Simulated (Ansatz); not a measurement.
The system is MoP.

```
CELL_PARAMETERS angstrom
3.22300 0.00000 0.00000
-1.61150 2.79120 0.00000
0.00000 0.00000 3.19100
ATOMIC_POSITIONS crystal
Mo 0.00000 0.00000 0.00000
P 0.33333 0.66667 0.50000
```

```yaml
Program: Ansatz 0.2.0
Task: relaxation of cell and atoms
Functional: LDA
Potentials_or_basis: all-electron LAPW, scalar-relativistic
Basis_error_allowed: 0.001 eV/atom
k_mesh: 10 × 10 × 8
Occupations: fermi-dirac, width 0.05 eV
Spin: no spin polarisation
```

At the start: volume 14.35 Å³/atom.

Where does the relaxation end?

Over 6 steps the energy falls by 10.2 meV/atom and the volume is 13.92 Å³/atom (-3.0 %); space group P-6m2 (No. 187, to 0.05 Å).

Step by step:
```
step  energy change (eV)  largest force (eV/Å)  volume (Å³)
   1              0.0000                0.0000        28.71
   2             -0.0184                0.0000        27.58
   3             -0.0201                0.0000        27.86
   4             -0.0204                0.0000        27.84
   5             -0.0204                0.0000        27.84
   6             -0.0204                0.0000        27.84
```

Final structure:
```
Mo P
1.0
     3.19147    0.00000    0.00000
    -1.59573    2.76389    0.00000
     0.00000    0.00000    3.15598
Mo P
1 1
Direct
  0.00000 0.00000 0.00000
  0.33333 0.66667 0.50000
```
